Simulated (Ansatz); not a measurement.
## Eigenvalues along a path: Mg (sc type)

```
CELL_PARAMETERS angstrom
2.28197 0.00000 0.00000
0.00000 2.28197 0.00000
0.00000 0.00000 2.28197
ATOMIC_POSITIONS crystal
Mg 0.00000 0.00000 0.00000
```

The cell comes from a relaxation on PAW files under the same functional, begun from a prototype that needn't be the stable phase.

Level of theory: DFT with PBE, scalar-relativistic, in Ansatz 0.2.0; a Γ-centred 13×13×13 k mesh, Fermi–Dirac smearing of 0.1 eV, no spin polarisation. LAPW: all electrons, basis error target 1 meV/atom.

This run: volume at 0.43 of the series' base cell.

The structure type is held throughout; the real material can change phase at far lower pressure.

Path points, in fractions of the reciprocal vectors: Γ (0.000, 0.000, 0.000), X (0.000, 0.500, 0.000), M (0.500, 0.500, 0.000), R (0.500, 0.500, 0.500). The distance column jumps between branches of the path. Levels in eV from the Fermi level; bands 5 to 7, counted from the lowest band of the run. The gap is zero, the pressure 91.8 GPa.

```
# k(1/Å) point b5 b6 b7
0.000 Γ -10.48 11.11 11.11
0.172 - -10.36 10.32 11.21
0.344 - -10.01 8.55 11.51
0.516 - -9.45 6.46 12.01
0.688 - -8.66 4.31 12.68
0.860 - -7.68 2.22 13.50
1.033 - -6.51 0.24 14.38
1.205 - -5.20 -1.56 15.17
1.377 X -4.24 -2.69 15.52
1.549 - -4.15 -2.57 15.22
1.721 - -3.88 -2.24 14.36
1.893 - -3.42 -1.68 12.22
2.065 - -2.78 -0.94 9.72
2.237 - -1.95 -0.03 7.44
2.409 - -0.93 0.99 5.39
2.581 - 0.24 1.97 3.59
2.753 M 1.16 2.46 2.46
2.997 - -0.56 2.62 3.43
3.240 - -2.89 3.10 4.41
3.484 - -5.06 3.91 5.56
3.727 - -6.93 5.05 6.95
3.970 - -8.44 6.52 8.47
4.214 - -9.56 8.26 9.88
4.457 - -10.24 10.09 10.81
4.700 Γ -10.48 11.11 11.11
4.998 - -10.13 10.18 10.18
5.296 - -9.11 8.63 8.63
5.595 - -7.46 7.33 7.33
5.893 - -5.26 6.45 6.45
6.191 - -2.56 6.02 6.02
6.489 - 0.56 6.01 6.01
6.787 - 3.98 6.33 6.33
7.085 R 6.60 6.60 6.60
7.328 - 4.87 5.69 6.82
7.572 - 2.50 4.04 7.49
7.815 - 0.42 2.30 8.60
8.058 - -1.28 0.66 10.16
8.302 - -2.59 -0.73 12.15
8.545 - -3.51 -1.79 13.79
8.788 - -4.06 -2.46 14.97
9.032 X -4.24 -2.69 15.52
10.979 R 6.60 6.60 6.60
11.151 - 6.01 6.12 6.12
11.323 - 4.91 5.26 5.26
11.495 - 3.82 4.43 4.43
11.667 - 2.88 3.72 3.72
11.839 - 2.13 3.17 3.17
12.011 - 1.60 2.77 2.77
12.183 - 1.27 2.54 2.54
12.355 M 1.16 2.46 2.46
```
